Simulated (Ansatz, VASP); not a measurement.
Two plane-wave programs on C

```
C
1.0
     0.00000    1.76573    1.76573
     1.76573    0.00000    1.76573
     1.76573    1.76573    0.00000
C
2
Direct
  0.50000 0.50000 0.50000
  0.75000 0.75000 0.75000
```

Alike in both runs: task single point; functional LDA; k mesh 12 × 12 × 12; occupations gaussian, width 0.02 eV; no spin polarisation.

|  | VASP | Ansatz |
| --- | --- | --- |
| version | VASP 6.6.1 | Ansatz 0.2.0 |
| potentials or method | VASP PAW LDA potentials, release 64 (C) | scalar-relativistic, plane waves, PAW |
| plane-wave cutoff (eV) | 520 | 420 |
| valence electrons in the cell | 8 | 8 |

|  | VASP | Ansatz | Ansatz less VASP |
| --- | --- | --- | --- |
| gap on the k mesh at the Fermi level (eV) | 4.20 | 4.20 | +0.004 |
| least direct gap on the mesh (eV) | 5.63 | 5.62 | -0.003 |
| pressure (GPa) | 1.7 | 0.0 | -1.74 |

Ansatz warned: «pseudo_functional_mismatch».
